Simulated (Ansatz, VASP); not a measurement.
**Sb in VASP and in Ansatz**

INCAR

```
SYSTEM = Sb
  PREC = Accurate
  ENCUT = 520
  EDIFF = 1E-6
  ISMEAR = 0
  SIGMA = 0.15
  LREAL = .FALSE.
  LASPH = .TRUE.
  NELM = 60
  ALGO = Normal
  ISIF = 2
  LWAVE = .FALSE.
  LCHARG = .FALSE.
  GGA = PE
  IVDW = 12
  NBANDS = 8
```

KPOINTS

```
Automatic mesh
0
G
  18 18 18
  0 0 0
```

Contents of POSCAR:

```
Sb
1.0
   -1.7216336154      1.7216336154      1.7964872508
    1.7216336154     -1.7216336154      1.7964872508
    1.7216336154      1.7216336154     -1.7964872508
Sb
1
Direct
    0.0000000000      0.0000000000      0.0000000000
```

Input for Ansatz:

```yaml
crystal:
  lattice:
    - [-1.7216336154, 1.7216336154, 1.7964872508]
    - [1.7216336154, -1.7216336154, 1.7964872508]
    - [1.7216336154, 1.7216336154, -1.7964872508]
  atoms:
    - { symbol: Sb, position: [0.0, 0.0, 0.0] }
basis:
  ecutwfc: 420
kpoints:
  mp_grid: { grid: [18, 18, 18] }
hamiltonian:
  xc: pbe
  dispersion: d3bj
scf:
  occupations: { method: gaussian, width: 0.15 }
output:
  forces: true
  stress: true
  eigenvalues: true
```

Change from the starting cell: strain -0.080 along x and y, -0.040 along z, atoms carried along.

Alike in both runs: task single point; functional PBE; dispersion D3(BJ); k mesh 18 × 18 × 18; occupations gaussian, width 0.15 eV; no spin polarisation.

|  | VASP | Ansatz |
| --- | --- | --- |
| version | VASP 6.6.1 | Ansatz 0.2.0 |
| potentials or method | VASP PAW PBE potentials, release 64 (Sb) | scalar-relativistic, plane waves, PAW |
| plane-wave cutoff (eV) | 520 | 420 |
| valence electrons in the cell | 5 | 15 |

```tsv
	VASP	Ansatz	Ansatz less VASP
gap on the k mesh at the Fermi level (eV)	none	none	-
pressure (GPa)	20.8	20.8	-0.04
largest component of the traceless stress (GPa)	1.81	1.82	+0.006
```

A gap of «none» marks a metal or a gap that the smearing closes. The two sets of potentials don't hold the same shells in valence.

Caveats: so large a pressure means that the cell lies far from this level's equilibrium, or that cutoff or potentials fall short (VASP); pairwise dispersion overbinds metals, which lowers pressure and volume. The runs have no spin-orbit coupling, so splittings on Sb are missing.
